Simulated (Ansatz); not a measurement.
**Residual resistivity of an alloy: Nb(100) with 4 layers of random Nb-Ti, 2x2**

Wanted: resistance against the alloy's length, first Nb(100) with 4 layers of random Nb-Ti, 2x2.

Calculated with Ansatz 0.2.0; Ansatz plane-wave DFT, PBE, PAW files; ballistic transport by layer matching (Landauer), zero bias; PAW set soft_1.

Most raw output is cut from this account.

## Step 1: The starting structure

The cell holds 56 atoms: 52 Nb and 4 Ti. Cell: a = 6.613 Å, b = 6.613 Å, c = 23.144 Å, α = 90.0°, β = 90.0°, γ = 90.0°. It derives from Nb. Regions: lead, 40 atoms (40 Nb); scattering region, 16 atoms (4 Ti and 12 Nb). The structure is stacked along c, and the current runs across the ab planes.

## Step 2: With 4 alloy layers

In 4 layers a share of 0.25 of the sites is given to Ti at random. The layers about the cell's end stay perfect and serve as the lead. Disorder leaves little or no symmetry, which makes such runs dear. Energies from -0.05 to 0.05 eV in steps of 0.05 eV are too few for the program's thermal sum, so it prints no conductance; for a metal the transmission near the Fermi level serves, at a fraction of the cost.

Input file input.yaml:

```yaml
crystal:
  lattice:
    - [6.6126, 0.0, 0.0]
    - [0.0, 6.6126, 0.0]
    - [0.0, 0.0, 23.1441]
  atoms:
    - { symbol: Nb, position: [0.0, 0.0, 0.0357142857] }
    - { symbol: Nb, position: [0.0, 0.5, 0.0357142857] }
    - { symbol: Nb, position: [0.5, 0.0, 0.0357142857] }
    - { symbol: Nb, position: [0.5, 0.5, 0.0357142857] }
    - { symbol: Nb, position: [0.25, 0.25, 0.1071428571] }
    - { symbol: Nb, position: [0.25, 0.75, 0.1071428571] }
    - { symbol: Nb, position: [0.75, 0.25, 0.1071428571] }
    - { symbol: Nb, position: [0.75, 0.75, 0.1071428571] }
[... 44 atom lines left out ...]
    - { symbol: Nb, position: [0.25, 0.25, 0.9642857143] }
    - { symbol: Nb, position: [0.25, 0.75, 0.9642857143] }
    - { symbol: Nb, position: [0.75, 0.25, 0.9642857143] }
    - { symbol: Nb, position: [0.75, 0.75, 0.9642857143] }
kpoints:
  mp_grid: { grid: [4, 4, 1] }
hamiltonian:
  xc: pbe
  pseudopotentials: { kind: paw, azcp: { folder: soft_1 } }
scf:
  occupations: { method: fermi_dirac, width: 0.1 }
output:
  transmission: { leads: [[0, 4]], kmesh: [8, 8], e_range: [-0.05, 0.05], de: 0.05 }
  write_potential: true
  write_density: true
  volumetric_format: npy
```

The run is started by

```bash
$ ansatz run input.yaml --threads 4 --pin off --max-ram 15360MiB --backend cpu --events-out ev --progress --plain --runs-dir out
```

It took 12 min on 4 threads of Intel Xeon Platinum 8175M at 2.50GHz (Skylake/Cascade Lake), shared host; peak memory 8 GiB.

This step gave:

| Item | Value |
| --- | --- |
| free energy | -246720.1016 eV |
| energy at zero smearing | -246718.6813 eV |
| Fermi energy | 17.36 eV |
| cell area | 43.73 Å² |
| transmission per spin nearest the Fermi level | 7.932 |
| open channels per spin nearest the Fermi level | 10.61 |
| step of the lead's potential | 2.5 meV |

Per spin. Transmission, zone mean against energy, zero at the Fermi level:

```tsv
energy (eV)	transmission, zone mean
-0.0500	8.41
0.0000	7.93
0.0500	7.87
```

Per spin. Open channels, zone mean, lead against energy, zero at the Fermi level:

```tsv
energy (eV)	open channels, zone mean, lead
-0.0500	11.4
0.0000	10.6
0.0500	10.2
```

Transmission over k1 and k2. At 0.0000 eV from the Fermi level.

Values, 8 rows by 8 columns:
```
 2.9  6.2  6.5  8.8 10.4  8.8  6.2  6.5
 5.8  6.5  7.7  9.0 11.0  8.6  7.4  6.2
 7.4  8.8  9.0 10.0 10.0 10.0  8.6  8.8
 8.5 10.4 11.0 10.0  9.9 10.0 11.0 10.4
 7.4  8.8  8.6 10.0 10.0 10.0  9.0  8.8
 5.8  6.2  7.4  8.6 11.0  9.0  7.7  6.5
 2.9  6.5  6.2  8.8 10.4  8.8  6.5  6.2
 3.5  2.9  5.8  7.4  8.5  7.4  5.8  2.9
```
Columns: k1 (b1) from -0.5 to 0.375; rows upwards: k2 (b2) from -0.5 to 0.375.

Open channels over k1 and k2. At 0.0000 eV from the Fermi level.

Values, 8 rows by 8 columns:
```
 4.0  9.0  9.0 12.0 14.0 12.0  9.0  9.0
10.0  9.0 10.0 12.0 14.0 12.0 10.0  9.0
10.0 12.0 12.0 11.0 11.0 11.0 12.0 12.0
14.0 14.0 14.0 11.0 11.0 11.0 14.0 14.0
10.0 12.0 12.0 11.0 11.0 11.0 12.0 12.0
10.0  9.0 10.0 12.0 14.0 12.0 10.0  9.0
 4.0  9.0  9.0 12.0 14.0 12.0  9.0  9.0
 4.0  4.0 10.0 10.0 14.0 10.0 10.0  4.0
```
Columns: k1 (b1) from -0.5 to 0.375; rows upwards: k2 (b2) from -0.5 to 0.375.

Over the solved energies the transmission per spin lies between 7.87 and 8.41, out of 10.7 channels of the lead on average (up to 11.4).

## Step 3: With 8 alloy layers

In 8 layers a share of 0.25 of the sites is given to Ti at random. A fresh draw is used; the growth of the resistance with length is what counts.

System of this step: Nb(100) with 8 layers of random Nb-Ti, 2x2. The cell holds 72 atoms: 64 Nb and 8 Ti. Its edges and angles: a = 6.613 Å, b = 6.613 Å, c = 29.757 Å, α = 90.0°, β = 90.0°, γ = 90.0°. It derives from Nb. Regions: lead, 40 atoms (40 Nb); scattering region, 32 atoms (24 Nb and 8 Ti). The structure is stacked along c, and the current runs across the ab planes.

Input file input.yaml:

```yaml
crystal:
  lattice:
    - [6.6126, 0.0, 0.0]
    - [0.0, 6.6126, 0.0]
    - [0.0, 0.0, 29.7567]
  atoms:
    - { symbol: Nb, position: [0.0, 0.0, 0.0277777778] }
    - { symbol: Nb, position: [0.0, 0.5, 0.0277777778] }
    - { symbol: Nb, position: [0.5, 0.0, 0.0277777778] }
    - { symbol: Nb, position: [0.5, 0.5, 0.0277777778] }
    - { symbol: Nb, position: [0.25, 0.25, 0.0833333333] }
    - { symbol: Nb, position: [0.25, 0.75, 0.0833333333] }
    - { symbol: Nb, position: [0.75, 0.25, 0.0833333333] }
    - { symbol: Nb, position: [0.75, 0.75, 0.0833333333] }
[... 60 atom lines left out ...]
    - { symbol: Nb, position: [0.25, 0.25, 0.9722222222] }
    - { symbol: Nb, position: [0.25, 0.75, 0.9722222222] }
    - { symbol: Nb, position: [0.75, 0.25, 0.9722222222] }
    - { symbol: Nb, position: [0.75, 0.75, 0.9722222222] }
kpoints:
  mp_grid: { grid: [4, 4, 1] }
hamiltonian:
  xc: pbe
  pseudopotentials: { kind: paw, azcp: { folder: soft_1 } }
scf:
  occupations: { method: fermi_dirac, width: 0.1 }
output:
  transmission: { leads: [[0, 4]], kmesh: [8, 8], e_range: [-0.05, 0.05], de: 0.05 }
  write_potential: true
  write_density: true
  volumetric_format: npy
```

Elapsed: 25 min, on 4 threads; peak memory 8.5 GiB.

Numbers from this step:

```yaml
free_energy: -311346.5717 eV
energy_at_zero_smearing: -311344.6954 eV
fermi_energy: 17.15 eV
transmission_per_spin_nearest_the_fermi_level: 6.454
step_of_the_lead_s_potential: 2.7 meV
```

Per spin. The transmission, zone mean by energy, zero at the Fermi level:

```tsv
energy (eV)	transmission, zone mean
-0.0500	6.75
0.0000	6.45
0.0500	6.42
```

Over the solved energies the transmission per spin lies between 6.42 and 6.75, out of 10.7 channels of the lead on average (up to 11.4).

## Step 4: With 12 alloy layers

In 12 layers a share of 0.25 of the sites is given to Ti at random. A fresh draw is used; the growth of the resistance with length is what counts.

System of this step: Nb(100) with 12 layers of random Nb-Ti, 2x2. The cell holds 88 atoms: 76 Nb and 12 Ti. Cell: a = 6.613 Å, b = 6.613 Å, c = 36.369 Å, α = 90.0°, β = 90.0°, γ = 90.0°. It derives from Nb. Regions: lead, 40 atoms (40 Nb); scattering region, 48 atoms (36 Nb and 12 Ti). The structure is stacked along c, and the current runs across the ab planes.

Input file input.yaml:

```yaml
crystal:
  lattice:
    - [6.6126, 0.0, 0.0]
    - [0.0, 6.6126, 0.0]
    - [0.0, 0.0, 36.3693]
  atoms:
    - { symbol: Nb, position: [0.0, 0.0, 0.0227272727] }
    - { symbol: Nb, position: [0.0, 0.5, 0.0227272727] }
    - { symbol: Nb, position: [0.5, 0.0, 0.0227272727] }
    - { symbol: Nb, position: [0.5, 0.5, 0.0227272727] }
    - { symbol: Nb, position: [0.25, 0.25, 0.0681818182] }
    - { symbol: Nb, position: [0.25, 0.75, 0.0681818182] }
    - { symbol: Nb, position: [0.75, 0.25, 0.0681818182] }
    - { symbol: Nb, position: [0.75, 0.75, 0.0681818182] }
[... 76 atom lines left out ...]
    - { symbol: Nb, position: [0.25, 0.25, 0.9772727273] }
    - { symbol: Nb, position: [0.25, 0.75, 0.9772727273] }
    - { symbol: Nb, position: [0.75, 0.25, 0.9772727273] }
    - { symbol: Nb, position: [0.75, 0.75, 0.9772727273] }
kpoints:
  mp_grid: { grid: [4, 4, 1] }
hamiltonian:
  xc: pbe
  pseudopotentials: { kind: paw, azcp: { folder: soft_1 } }
scf:
  occupations: { method: fermi_dirac, width: 0.1 }
output:
  transmission: { leads: [[0, 4]], kmesh: [8, 8], e_range: [-0.05, 0.05], de: 0.05 }
  write_potential: true
  write_density: true
  volumetric_format: npy
```

Wall time 33 min (4 threads); peak memory 8.9 GiB.

Numbers from this step:

```
free energy                                   : -375973.1621 eV
energy at zero smearing                       : -375970.8333 eV
Fermi energy                                  : 17.02 eV
transmission per spin nearest the Fermi level : 5.831
step of the lead's potential                  : 1.1 meV
```

Per spin. Table of transmission, zone mean by energy, zero at the Fermi level:

```tsv
energy (eV)	transmission, zone mean
-0.0500	5.96
0.0000	5.83
0.0500	5.82
```

Over the solved energies the transmission per spin lies between 5.82 and 5.96, out of 10.7 channels of the lead on average (up to 11.4).

## Step 5: The fit

This step: Ansatz plane-wave DFT, PBE, PAW files; ballistic transport by layer matching (Landauer), zero bias; residual resistivity from the slope of the area resistance, atoms on the host's lattice; PAW set soft_1 (Ansatz 0.2.0).

Numbers from this step:

| Quantity | Value |
| --- | --- |
| resistivity | 19.84 µΩ cm |
| intercept | 0.05289 fΩ m² |
| scatter about the fit | 0.01530 fΩ m² |

Resistance, by row:

```tsv
run	length (Å)	T	channels N	RA (fΩ m²)
n4	6.613	8.073	10.73	0.1733
n8	13.23	6.542	10.73	0.337
n12	19.84	5.87	10.73	0.4357
```

Area resistance against length of the alloy:

```tsv
length of the alloy (Å)	area resistance (fΩ m²)
6.61	0.173
13.23	0.337
19.84	0.436
```

The area resistance goes from 0.17 to 0.44 fΩ m² between 6.6 and 19.8 Å, a slope of 20 µΩ cm.

By hand from the end points: (0.4357 − 0.1733) fΩ m² / (19.84 − 6.61) Å = 20 µΩ cm, since 1 fΩ m² per Å is 1000 µΩ cm.

## Step 6: Summary of results

* resistivity from the slope: 19.8 µΩ cm
* area resistance over 6.61 Å: 0.173 fΩ m²
* area resistance over 13.2 Å: 0.337 fΩ m²
* area resistance over 19.8 Å: 0.436 fΩ m²

What this shows: The slope gives 20 µΩ cm. The points scatter by 0.015 fΩ m² about the line, with one random draw a length in a 2x2 cell, so the slope is a rough value. Read with a model of isotropic scattering on a spherical Fermi surface and the lead's 1.9×10¹⁵ S/m², this slope means a mean free path near 21 Å; over these lengths the model's slope is 1.04 times its bulk resistivity, which would be 19 µΩ cm. The atoms sit on the host's lattice, so scattering by size misfit is left out.

[Logs are printed without paths, hosts, clocks, repeated set-up lines and the standing remarks that a program may print on its own settings, such as how far it seeks lower states.]

[Hosts, paths, dates, database ids (printed as entryN), source tags and the programs' standing remarks are cut or masked in the printed files.]
